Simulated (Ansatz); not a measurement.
**InP: a jump of Ga**

These are results of DFT PBE, scalar-relativistic, plane waves, PAW (Ansatz 0.2.0), not measurements. (420 eV cutoff, 3×3×3 k-mesh, Gaussian smearing of 0.02 eV, no spin polarisation)

In a supercell of 16 host sites, Ga trades places with a neighbouring In vacancy, moving 4.21 Å between the relaxed ends. Climbing-image nudged elastic band at fixed cell with images 0 (start) to 4 (end), the path measured over all atoms, converged to 0.05 eV/Å; the order of the saddle wasn't checked, and the small cell leaves errors of about a tenth of an eV.

A cell with an odd number of electrons and no spin polarisation is a metal by construction and may be lower with spin.

Command:

```bash
ansatz run input.yaml --threads 4 --pin off --max-ram 10240MiB --backend cpu --events-out ev --progress --plain --runs-dir out
```

Input:

```yaml
crystal:
  lattice:
    - [0.0, 5.9597880294, -5.9597880294]
    - [-5.9597880294, 0.0, -5.9597880294]
    - [-5.9597880294, 5.9597880294, 0.0]
  atoms:
    - { symbol: Ga, position: [0.5395332614, -0.0395332614, 0.4604667386] }
    - { symbol: In, position: [0.4708443212, 0.5108627852, 0.4967832075] }
    - { symbol: In, position: [0.0215096861, 0.5108627852, 0.4967832075] }
    - { symbol: In, position: [0.4708443212, -0.0032167925, 0.0108627852] }
    - { symbol: In, position: [0.0215096861, 0.9967832075, 0.0108627852] }
    - { symbol: In, position: [0.5064586364, 0.4935413636, -0.0064586364] }
    - { symbol: In, position: [0.0073880685, 0.4926119315, -0.0073880685] }
    - { symbol: P, position: [0.6402321501, 0.10915907, 0.1103766299] }
    - { symbol: P, position: [0.1018628335, 0.1136351888, 0.1826391442] }
    - { symbol: P, position: [0.627846459, 0.6200777085, 0.1200777085] }
    - { symbol: P, position: [0.131998124, 0.6200777085, 0.1200777085] }
    - { symbol: P, position: [0.4931999251, 0.1410612655, 0.6410612655] }
    - { symbol: P, position: [0.2246775438, 0.1410612655, 0.6410612655] }
    - { symbol: P, position: [0.6402321501, 0.6103766299, 0.60915907] }
    - { symbol: P, position: [0.1018628335, 0.6826391442, 0.6136351888] }
basis:
  ecutwfc: 420
  xc_grid: 2
kpoints:
  mp_grid: { grid: [3, 3, 3], shift: [0.0, 0.0, 0.0] }
hamiltonian:
  xc: pbe
scf:
  occupations: { method: gaussian, width: 0.02 }
output:
  forces: true
neb:
  images: 3
  f_tol: 0.05
  max_iterations: 70
  order_check: false
  final_atoms:
    - { symbol: Ga, position: [0.0396444059, -0.0396444059, 0.4603555941] }
    - { symbol: In, position: [0.5214903344, 0.5108349011, 0.4966976165] }
    - { symbol: In, position: [-0.0290228519, 0.5108349011, 0.4966976165] }
    - { symbol: In, position: [0.5214903344, -0.0033023835, 0.0108349011] }
    - { symbol: In, position: [-0.0290228519, 0.9966976165, 0.0108349011] }
    - { symbol: In, position: [0.5069282645, 0.4930717355, -0.0069282645] }
    - { symbol: In, position: [0.006589036, 0.493410964, -0.006589036] }
    - { symbol: P, position: [0.6018129683, 0.1143242031, 0.1820498603] }
    - { symbol: P, position: [0.1402997604, 0.1091266979, 0.1102737813] }
    - { symbol: P, position: [0.6320754648, 0.6201869569, 0.1201869569] }
    - { symbol: P, position: [0.1275506215, 0.6201869569, 0.1201869569] }
    - { symbol: P, position: [0.7248617754, 0.1409741075, 0.6409741075] }
    - { symbol: P, position: [-0.0068099904, 0.1409741075, 0.6409741075] }
    - { symbol: P, position: [0.6018129683, 0.6820498603, 0.6143242031] }
    - { symbol: P, position: [0.1402997604, 0.6102737813, 0.6091266979] }
```

Course of the band:

```
iteration largest band force (eV/Å) climbing image energies over image 0 (eV)
        1                      1.901            none  0.000 2.301 4.090 2.300 0.000
        2                      1.429            none  0.000 1.935 3.547 1.934 0.000
        3                      0.632            none  0.000 1.670 3.293 1.668 0.000
        4                      0.337               2  0.000 1.504 3.194 1.491 0.000
        5                      0.247               2  0.000 1.207 3.183 1.194 0.000
        6                      0.116               2  0.000 1.236 3.180 1.228 0.000
        7                      0.082               2  0.000 1.160 3.179 1.165 0.000
        8                      0.030               2  0.000 1.206 3.178 1.170 0.000
        9                      0.070               2  0.000 1.206 3.174 1.170 0.000
       10                      0.093               2  0.000 1.236 3.170 1.142 0.000
       11                      0.153               2  0.000 1.289 3.159 1.116 0.000
       12                      0.285               2  0.000 1.392 3.122 1.091 0.000
       13                      0.356               2  0.000 1.493 3.073 1.088 0.000
       14                      0.413               2  0.000 1.557 3.014 1.085 0.000
       15                      0.456               2  0.000 1.607 2.945 1.093 0.000
       16                      0.511               2  0.000 1.686 2.785 1.111 0.000
       17                      0.500               2  0.000 1.608 2.550 1.145 0.000
       18                      0.410               2  0.000 1.455 2.319 1.183 0.000
       19                      0.357               2  0.000 1.292 2.102 1.215 0.000
       20                      0.304               2  0.000 1.202 1.952 1.242 0.000
       21                      0.159               2  0.000 1.177 1.851 1.252 0.000
       22                      0.091               2  0.000 1.178 1.841 1.249 0.000
       23                      0.043               2  0.000 1.179 1.838 1.247 0.000
```

Final band:

```
image path (Å) E − E(0) (eV) Ga x (Å) Ga y (Å) Ga z (Å) force on Ga (eV/Å)
    0      0.00          0.000    -2.509     5.960    -2.980                0.00
    1      1.25          1.179    -2.863     5.896    -2.916                0.05
    2      2.50          1.838    -2.880     5.530    -2.550                0.01
    3      4.62          1.247    -2.461     4.333    -1.353                0.02
    4      6.73          0.000    -2.507     2.980     0.000                0.00
```

Barrier 1.84 eV. It took 11 min on 4 threads of Intel(R) Xeon(R) 6975P-C (Granite Rapids) (shared host), peak memory 2.5 GiB.